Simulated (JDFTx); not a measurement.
Te:

```xyz
1
Lattice="2.3059 1.3313 1.6910 -2.3059 1.3313 1.6910 0.0000 -2.6626 1.6910" Properties=species:S:1:pos:R:3 pbc="T T T"
Te    0.0000    0.0000    2.5364
```

This isn't the form of Te at room conditions, which is trigonal, of chains.

```yaml
Program: JDFTx 1.7.0 (patched build)
Task: relaxation of cell and atoms
Functional: SCAN
Potentials_or_basis: SG15-PBE-1.2 with smoothed tails
Cutoff: 1088 eV
Density_cutoff: 4354 eV
k_mesh: 4 × 4 × 4
Occupations: fermi-dirac, width 0.05 eV
Spin: no spin polarisation
```

At the start: pressure -1.6 GPa; volume 31.15 Å³/atom.

**Question.** How do energy, volume and symmetry change on relaxing?

**Answer.** Over 7 steps the energy falls by 19.2 meV/atom and the volume is 30.15 Å³/atom (-3.2 %); space group Pm-3m (No. 221, to 0.05 Å).

The path:
| step | energy change (eV) | largest force (eV/Å) | pressure (GPa) | volume (Å³) |
| --- | --- | --- | --- | --- |
| 1 | 0.0000 | 0.0000 | -1.62 | 31.15 |
| 2 | -0.0025 | 0.0000 | -1.27 | 30.93 |
| 3 | -0.0082 | 0.0000 | -0.05 | 30.22 |
| 4 | -0.0158 | 0.0000 | -0.01 | 30.13 |
| 5 | -0.0192 | 0.0000 | 0.05 | 30.13 |
| 6 | -0.0192 | 0.0000 | -0.01 | 30.16 |
| 7 | -0.0192 | 0.0000 | 0.00 | 30.15 |

Final structure:
```cif
data_structure
_symmetry_space_group_name_H-M 'P 1'
_symmetry_Int_Tables_number 1
_cell_length_a 3.1126
_cell_length_b 3.1126
_cell_length_c 3.1126
_cell_angle_alpha 89.637
_cell_angle_beta 89.637
_cell_angle_gamma 89.637
_cell_volume 30.15
loop_
_atom_site_label
_atom_site_type_symbol
_atom_site_fract_x
_atom_site_fract_y
_atom_site_fract_z
_atom_site_occupancy
Te1 Te 0.50000 0.50000 0.50000 1
```

Caveat: the k mesh is coarse (spacing up to 0.50 Å⁻¹), so the values aren't converged; meta-GGA forces are noisy on this grid; the potentials were made for another functional, which shifts forces and pressure.
